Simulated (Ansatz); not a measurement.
# Structure types of Sn compared at 87 GPa

Structure types of Sn are relaxed in primitive cells with their symmetry kept at 87 GPa, first on PAW files, then by LAPW. The enthalpy is E + pV at zero temperature, without zero-point motion. Only the types listed were tried, and differences under about 5 meV/atom are mesh noise. Not among the end structures: fcc, which may lie lower.

Level of theory: DFT with PBE, scalar-relativistic, in Ansatz 0.2.0; Fermi–Dirac smearing of 0.08 eV, no spin polarisation. LAPW: all electrons, basis error target 0.5 meV/atom; PAW: frozen-core files, cutoff 420 eV.

k meshes: bcc 17×17×17, hcp 15×15×8, omega 8×8×11, diamond 12×12×12, sc 15×15×15.

Spin–orbit coupling is left out, which matters for the heavy atoms.

| start type | ends as | a, b, c (Å) | V (Å³/atom) | H − H(lowest), LAPW (meV/atom) |
| --- | --- | --- | --- | --- |
| bcc | bcc, Im-3m | 3.203, 3.203, 3.203 | 16.43 | 0.0 |
| hcp | hcp, P6_3/mmc | 2.855, 2.855, 4.650 | 16.41 | 3.2 |
| omega | omega, P6/mmm | 4.583, 4.583, 2.722 | 16.51 | ? |
| diamond | diamond, Fd-3m | 5.462, 5.462, 5.462 | 20.37 | 2798.3 |
| sc | sc, Pm-3m | 2.592, 2.592, 2.592 | 17.42 | ? |

Task: Fill in "H − H(lowest), LAPW (meV/atom)" for the row "omega".

Result: 82.7.

Task: Give the missing entry: row "sc", column "H − H(lowest), LAPW (meV/atom)".

Result: 666.3.
